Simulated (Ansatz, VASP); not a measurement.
**CdO2 in VASP and in Ansatz**

```
CELL_PARAMETERS angstrom
5.31328 0.00000 0.00000
0.00000 5.31328 0.00000
0.00000 0.00000 5.31328
ATOMIC_POSITIONS crystal
Cd 0.50000 0.00000 0.00000
Cd 0.00000 0.00000 0.50000
Cd 0.00000 0.50000 0.00000
Cd 0.50000 0.50000 0.50000
O 0.08073 0.41927 0.58073
O 0.41927 0.58073 0.08073
O 0.58073 0.08073 0.41927
O 0.91927 0.91927 0.91927
O 0.08073 0.08073 0.08073
O 0.41927 0.91927 0.58073
O 0.58073 0.41927 0.91927
O 0.91927 0.58073 0.41927
```

Alike in both runs: functional r2SCAN; k mesh 6 × 6 × 6; occupations gaussian, width 0.02 eV; no spin polarisation.

Ansatz relaxed the structure, and its values are those at the end. VASP's run is a single point on that final structure, the one shown.

```csv
,VASP,Ansatz
version,VASP 6.6.1,Ansatz 0.2.0
potentials or method,"VASP PAW PBE potentials, release 64 (Cd, O)","scalar-relativistic, plane waves, PAW"
plane-wave cutoff (eV),520,500
valence electrons in the cell,96,128
```

```csv
,VASP,Ansatz,Ansatz less VASP
gap on the k mesh at the Fermi level (eV),1.90,1.91,+0.014
least direct gap on the mesh (eV),1.94,1.95,+0.013
pressure (GPa),1.6,0.0,-1.56
rms of the force components (eV/Å),0.098,0.002,-0.0961
```

The two sets of potentials don't hold the same shells in valence.

Caveats: the PAW data sets were made with another functional, which shifts forces and pressure a little (VASP). A k mesh can miss the band edges. r2SCAN opens gaps a little over a GGA but as a rule still falls short of measured ones.
